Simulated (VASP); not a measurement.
# SiO2 (Stishovite) (P4_2/mnm) in VASP: further runs, part 2 of 2

VASP 6.6.1.

## (3) Relaxation of shape and atoms at fixed volume, PBEsol (a relaxed cell with its volume scaled by 1.02)

File INCAR:

```
SYSTEM = SiO2
PREC = Accurate
ENCUT = 600
EDIFF = 1E-7
ISMEAR = 0
SIGMA = 0.03
LREAL = .FALSE.
LASPH = .TRUE.
NELM = 80
ALGO = Fast
ISIF = 4
LWAVE = .FALSE.
LCHARG = .FALSE.
GGA = PS
IBRION = 2
NSW = 40
EDIFFG = -0.01
KPAR = 2
```

File KPOINTS:

```
regular mesh
0
G
  8 8 10
  0 0 0
```

File POSCAR:

```
SiO2                                    
1.0
    4.2198130505      0.0000000000      0.0000000000
    0.0000000000      4.2198130505      0.0000000000
    0.0000000000      0.0000000000      2.7004691679
  Si              O             
     2     4
Direct
     0.0000000000000000    0.0000000000000000    0.0000000000000000
     0.5000000000000000    0.5000000000000000    0.5000000000000000
     0.3058244602396201    0.3058244602396201    0.0000000000000000
     0.1941755397603799    0.8058244602396201    0.5000000000000000
     0.6941755397603799    0.6941755397603799    0.0000000000000000
     0.8058244602396201    0.1941755397603799    0.5000000000000000
```

Potentials or basis: VASP PAW PBE potentials, release 64 (Si, O).

Run with:

```
> cat potpaw_PBE.64/Si/POTCAR potpaw_PBE.64/O/POTCAR > POTCAR
> mpirun -np 2 vasp_std > vasp.out
```

Wall time 2.3 min (2 MPI ranks of AMD EPYC 7R13 (Zen 3), shared host); peak memory 0.2 GiB.

Results (log left out):

```
Free energy                  : -48.9858 eV
Energy gained by relaxing    : 0.3 meV/atom
Ionic steps                  : 4
Pressure after relaxing      : -5.4 GPa
Largest force after relaxing : 0.006 eV/Å
Band gap on the k mesh       : 5.04 eV, direct
```

Forces in eV/Å, atoms in the order of the input:
```
Si   0.000  0.000  0.000
Si   0.000  0.000  0.000
O    0.004  0.004  0.000
O   -0.004  0.004  0.000
O   -0.004 -0.004  0.000
O    0.004 -0.004  0.000
```

Stress tensor (GPa, compression positive):
```
-5.48  0.00  0.00
 0.00 -5.48  0.00
 0.00  0.00 -5.28
```

The path:
```csv
step,energy change (eV),largest force (eV/Å),pressure (GPa)
1,0.0000,0.1264,-6.10
2,-0.0017,0.0391,-5.40
3,-0.0018,0.0203,-5.48
4,-0.0019,0.0057,-5.42
```

Final structure:
```
CELL_PARAMETERS angstrom
4.22680 0.00000 0.00000
0.00000 4.22680 0.00000
0.00000 0.00000 2.69155
ATOMIC_POSITIONS crystal
Si 0.00000 0.00000 0.00000
Si 0.50000 0.50000 0.50000
O 0.30667 0.30667 0.00000
O 0.19334 0.80666 0.50000
O 0.69334 0.69334 0.00000
O 0.80666 0.19334 0.50000
```

Levels at points of the mesh, in eV from the valence-band top:
```csv
k point,band 12,band 13,band 14,band 15,band 16,band 17,band 18,band 19,band 20
"(0.00, 0.00, 0.00)",-3.07,-2.52,-0.86,-0.86,0.00,5.04,6.42,8.13,8.13
"(0.50, 0.00, 0.00)",-3.77,-2.65,-2.65,-1.06,-1.06,7.26,7.26,8.71,8.71
"(0.50, 0.50, 0.00)",-3.19,-2.60,-2.60,-2.21,-2.21,6.97,6.97,9.65,9.65
"(0.00, 0.00, 0.50)",-4.53,-2.97,-2.97,-2.61,-2.61,8.61,8.61,12.17,12.17
"(0.50, 0.00, 0.50)",-3.88,-2.24,-2.24,-1.70,-1.70,8.38,8.38,9.37,9.37
"(0.50, 0.50, 0.50)",-4.40,-1.75,-1.75,-1.50,-1.50,6.76,6.76,10.55,10.55
```

Caveat: the PAW data sets were made with another functional, which shifts forces and pressure a little. A k mesh can miss the band edges.

## (4) Relaxation of shape and atoms at fixed volume, PBEsol (a relaxed cell with its volume scaled by 1.04)

INCAR is that of step 3.

KPOINTS is that of step 3.

Edit POSCAR of step 3 so:

```diff
@@ -2,5 +2,5 @@
 1.0
-    4.2198130505      0.0000000000      0.0000000000
-    0.0000000000      4.2198130505      0.0000000000
-    0.0000000000      0.0000000000      2.7004691679
+    4.2472152018      0.0000000000      0.0000000000
+    0.0000000000      4.2472152018      0.0000000000
+    0.0000000000      0.0000000000      2.7180051733
   Si              O
```

Run with:

```
> cat potpaw_PBE.64/Si/POTCAR potpaw_PBE.64/O/POTCAR > POTCAR
> mpirun -np 2 vasp_std > vasp.out
```

Wall time 2.8 min (2 MPI ranks of AMD EPYC 7R13 (Zen 3), shared host); peak memory 0.2 GiB.

Results (log left out):

| Quantity | Value |
| --- | --- |
| Free energy | -48.9432 eV |
| Energy gained by relaxing | 1.3 meV/atom |
| Ionic steps | 5 |
| Pressure after relaxing | -10.2 GPa |
| Band gap on the k mesh | 4.77 eV, direct |

The path:
```tsv
step	energy change (eV)	largest force (eV/Å)	pressure (GPa)
1	0.0000	0.2439	-11.52
2	-0.0072	0.0514	-10.25
3	-0.0072	0.0434	-10.29
4	-0.0078	0.0129	-10.12
5	-0.0079	0.0002	-10.16
```

Final structure:
```
Si O
1.0
     4.26094    0.00000    0.00000
     0.00000    4.26094    0.00000
     0.00000    0.00000    2.70052
Si O
2 4
Direct
  0.00000 0.00000 0.00000
  0.50000 0.50000 0.50000
  0.30763 0.30763 0.00000
  0.19237 0.80763 0.50000
  0.69237 0.69237 0.00000
  0.80763 0.19237 0.50000
```

Levels at points of the mesh, in eV from the valence-band top:
```tsv
k point	band 14	band 15	band 16	band 17	band 18	band 19
(0.00, 0.00, 0.00)	-0.84	-0.84	0.00	4.77	6.39	8.06
(0.50, 0.00, 0.00)	-2.60	-1.05	-1.05	7.05	7.05	8.64
(0.50, 0.50, 0.00)	-2.50	-2.15	-2.15	6.76	6.76	9.52
(0.00, 0.00, 0.50)	-2.84	-2.55	-2.55	8.38	8.38	11.83
(0.50, 0.00, 0.50)	-2.20	-1.65	-1.65	8.21	8.21	9.13
(0.50, 0.50, 0.50)	-1.74	-1.44	-1.44	6.60	6.60	10.34
```

Caveat: the PAW data sets were made with another functional, which shifts forces and pressure a little. A k mesh can miss the band edges.

## (5) Relaxation of shape and atoms at fixed volume, PBEsol (a relaxed cell with its volume scaled by 1.06)

INCAR is that of step 4.

KPOINTS is that of step 4.

Edit POSCAR of step 4 so:

```diff
@@ -2,5 +2,5 @@
 1.0
-    4.2472152018      0.0000000000      0.0000000000
-    0.0000000000      4.2472152018      0.0000000000
-    0.0000000000      0.0000000000      2.7180051733
+    4.2742682573      0.0000000000      0.0000000000
+    0.0000000000      4.2742682573      0.0000000000
+    0.0000000000      0.0000000000      2.7353177750
   Si              O
```

Run with:

```
> cat potpaw_PBE.64/Si/POTCAR potpaw_PBE.64/O/POTCAR > POTCAR
> mpirun -np 2 vasp_std > vasp.out
```

Run time: 2.6 min. Hardware: 2 MPI ranks of AMD EPYC 7R13 (Zen 3), shared host; peak memory 0.2 GiB.

Results (log left out):

| Property | Result |
| --- | --- |
| Free energy | -48.8746 eV |
| Energy gained by relaxing | 3.1 meV/atom |
| Ionic steps | 5 |
| Pressure after relaxing | -14.2 GPa |
| Band gap on the k mesh | 4.52 eV, direct |

The path:
| step | energy change (eV) | largest force (eV/Å) | pressure (GPa) |
| --- | --- | --- | --- |
| 1 | 0.0000 | 0.3537 | -16.48 |
| 2 | -0.0167 | 0.0415 | -14.61 |
| 3 | -0.0168 | 0.0700 | -14.47 |
| 4 | -0.0183 | 0.0222 | -14.15 |
| 5 | -0.0185 | 0.0007 | -14.23 |

Final structure:
```cif
data_structure
_symmetry_space_group_name_H-M 'P 1'
_symmetry_Int_Tables_number 1
_cell_length_a 4.2967
_cell_length_b 4.2967
_cell_length_c 2.7069
_cell_angle_alpha 90.000
_cell_angle_beta 90.000
_cell_angle_gamma 90.000
_cell_volume 49.97
loop_
_atom_site_label
_atom_site_type_symbol
_atom_site_fract_x
_atom_site_fract_y
_atom_site_fract_z
_atom_site_occupancy
Si1 Si 0.00000 0.00000 0.00000 1
Si2 Si 0.50000 0.50000 0.50000 1
O1 O 0.30871 0.30871 0.00000 1
O2 O 0.19129 0.80871 0.50000 1
O3 O 0.69129 0.69129 0.00000 1
O4 O 0.80871 0.19129 0.50000 1
```

Levels at points of the mesh, in eV from the valence-band top:
```tsv
k point	band 12	band 13	band 14	band 15	band 16	band 17	band 18	band 19	band 20
(0.00, 0.00, 0.00)	-2.92	-2.52	-0.82	-0.82	0.00	4.52	6.37	8.01	8.01
(0.50, 0.00, 0.00)	-3.55	-2.56	-2.56	-1.04	-1.04	6.85	6.85	8.59	8.59
(0.50, 0.50, 0.00)	-3.03	-2.39	-2.39	-2.09	-2.09	6.57	6.57	9.41	9.41
(0.00, 0.00, 0.50)	-4.30	-2.72	-2.72	-2.50	-2.50	8.16	8.16	11.47	11.87
(0.50, 0.00, 0.50)	-3.65	-2.16	-2.16	-1.60	-1.60	8.05	8.05	8.89	8.89
(0.50, 0.50, 0.50)	-4.19	-1.74	-1.74	-1.39	-1.39	6.45	6.45	10.13	10.13
```

Caveat: the PAW data sets were made with another functional, which shifts forces and pressure a little. A k mesh can miss the band edges.

## (6) Summary

| cell | gap on the mesh (eV) | pressure (GPa) |
| --- | --- | --- |
| atoms relaxed at fixed volume | 5.34 | 0.0 |
| atoms relaxed at fixed volume from: a relaxed cell with its volume scaled by 1.02 | 5.04 | -5.4 |
| atoms relaxed at fixed volume from: a relaxed cell with its volume scaled by 1.04 | 4.77 | -10.2 |
| atoms relaxed at fixed volume from: a relaxed cell with its volume scaled by 1.06 | 4.52 | -14.2 |

Alike in all rows: task relaxation of shape and atoms at fixed volume; level PBEsol; potentials or basis VASP PAW PBE potentials, release 64 (Si, O); no spin polarisation; k mesh 8 × 8 × 10; cutoff (eV) 600; smearing gaussian 0.03 eV.

Caveats: the PAW data sets were made with another functional, which shifts forces and pressure a little; the relaxation stopped at its first step, so nothing moved (some runs).

Absolute energies hang on the potentials; compare differences alone.
